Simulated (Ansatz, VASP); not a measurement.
Nb: VASP beside Ansatz

```
Nb
1.0
     0.00000    2.12901    2.12901
     2.12901    0.00000    2.12901
     2.12901    2.12901    0.00000
Nb
1
Direct
  0.00000 0.00000 0.00000
```

This isn't the form of Nb at room conditions, which is bcc.

Alike in both runs: task single point; functional PBE; k mesh 11 × 11 × 11; occupations fermi-dirac, width 0.05 eV; no spin polarisation.

|  | VASP | Ansatz |
| --- | --- | --- |
| version | VASP 6.6.1 | Ansatz 0.2.0 |
| potentials or method | VASP PAW PBE potentials, release 64 (Nb_sv) | Ansatz PAW soft_1 |
| plane-wave cutoff (eV) | 520 | 420 |
| valence electrons in the cell | 13 | 13 |

|  | VASP | Ansatz | Ansatz less VASP |
| --- | --- | --- | --- |
| gap on the k mesh at the Fermi level (eV) | none | none | - |
| pressure (GPa) | -5.1 | -4.8 | +0.28 |

A gap of «none» marks a metal or a gap that the smearing closes. With one functional, cell and mesh, what is left measures potentials, basis and numerics.
